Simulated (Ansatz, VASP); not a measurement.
**One calculation of CaSe, two programs**

```
Ca Se
1.0
     0.00000    2.70522    2.70522
     2.70522    0.00000    2.70522
     2.70522    2.70522    0.00000
Ca Se
1 1
Direct
  0.00000 0.00000 0.00000
  0.50000 0.50000 0.50000
```

Alike in both runs: functional PBE; k mesh 8 × 8 × 8; no spin polarisation.

Ansatz relaxed the structure, and its values are those at the end. VASP's run is a single point on that final structure, the one shown.

```csv
,VASP,Ansatz
version,VASP 6.6.1,Ansatz 0.2.0
potentials or method,"VASP PAW PBE potentials, release 64 (Ca_sv, Se)","scalar-relativistic, plane waves, PAW"
plane-wave cutoff (eV),520,420
occupations,"gaussian, width 0.01 eV",fixed
valence electrons in the cell,16,26
```

|  | VASP | Ansatz | Ansatz less VASP |
| --- | --- | --- | --- |
| gap on the k mesh at the Fermi level (eV) | 1.11 | 1.13 | +0.023 |
| least direct gap on the mesh (eV) | 2.30 | 2.32 | +0.019 |
| pressure (GPa) | 25.5 | 25.0 | -0.49 |

The two sets of potentials don't hold the same shells in valence.

Caveats: so large a pressure means that the cell lies far from this level's equilibrium, or that cutoff or potentials fall short (VASP). A k mesh can miss the band edges.
